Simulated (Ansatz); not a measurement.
## Au: pressure and energy over elements against volume per atom

All results are calculated (Ansatz 0.2.0). Density functional energy, stress (positive in compression), forces and moments (in spheres) of a cell at fixed atoms, energy at zero smearing over the elements' standard states in the same functional; plane waves with PAW datasets, Gamma-centred k mesh.

Cell of the first row (space group Pm-3m, No. 221):
```
Au
1.0
      3.8158     0.0000     0.0000
      0.0000     3.8158     0.0000
      0.0000     0.0000     3.8158
Au
3
Direct
  0.50000 0.00000 0.00000
  0.00000 0.50000 0.00000
  0.00000 0.00000 0.50000
```

Settings of every row: functional PBE; dispersion none; spin none; wave cutoff 420 eV; k mesh 12x12x12; occupations gaussian; smearing width 0.1 eV.

Limits: no spin-orbit coupling, which can matter with elements this heavy; the cell comes from a prototype or a list of computed structures and needn't be the stable phase.

```csv
row,volume per atom (Å³),pressure (GPa),energy over elements (eV/atom)
1,18.52,20.58,0.2195
2,19.152,13.8,0.1522
3,19.783,8.24,0.1091
4,20.415,3.7,0.0859
5,21.677,?,?
6,22.309,-5.48,0.1021
7,23.151,-8.03,0.138
```

Question: what pressure and energy over elements should row 5 give?

Worked fit of pressure. Take u = (V_r/V)^(2/3) − 1 with V_r = 20.099 Å³ an atom, which is twice the finite (Eulerian) strain; such expansions in the strain, on which the Birch-Murnaghan equation of state is built, carry the rest volume and the bulk modulus. The shown rows have u = 0.05606, 0.0327, 0.01062, -0.01035, -0.06718, -0.08994. Least squares give pressure = 5.857 + 216.56 × u + 771.7 × u² + 897 × u³ GPa; a parabola predicts inner rows, each left out in turn, worse (root mean square 0.1 against 0.0066 GPa). All shown rows lie on it to the printed digit. The pressure vanishes at u = -0.0302, or V = 21.04 Å³ an atom, and there the bulk modulus at fixed shape and fractions is B = −V dP/dV = (2/3)(1 + u) dP/du = 111 GPa. The withheld row has u = -0.04914, so the fit gives 5.857 + 216.56 × (-0.04914) + 771.7 × (-0.04914)² + 897 × (-0.04914)³ = -3.03 GPa.

The calculation gave -3.03 GPa. The fit meets it to the printed digit.

Worked fit of energy over elements. Take u = (V_r/V)^(2/3) − 1 with V_r = 20.099 Å³ an atom, which is twice the finite (Eulerian) strain; such expansions in the strain, on which the Birch-Murnaghan equation of state is built, carry the rest volume and the bulk modulus. The shown rows have u = 0.05606, 0.0327, 0.01062, -0.01035, -0.06718, -0.08994. Least squares give energy over elements = 0.09529 + 1.1007 × u + 18.983 × u² + 16.27 × u³ eV/atom; a parabola predicts inner rows, each left out in turn, worse (root mean square 0.0018 against 7.2e-05 eV/atom). All shown rows lie on it to the printed digit. Its lowest point lies at u = -0.0302, or V = 21.04 Å³ an atom, and the curvature there gives the bulk modulus at fixed shape and fractions, B = (4/9)(1 + u)² E″(u)/V = 111 GPa. The withheld row has u = -0.04914, so the fit gives 0.09529 + 1.1007 × (-0.04914) + 18.983 × (-0.04914)² + 16.27 × (-0.04914)³ = 0.0851 eV/atom.

The calculation gave 0.0851 eV/atom. The fit meets it to the printed digit.
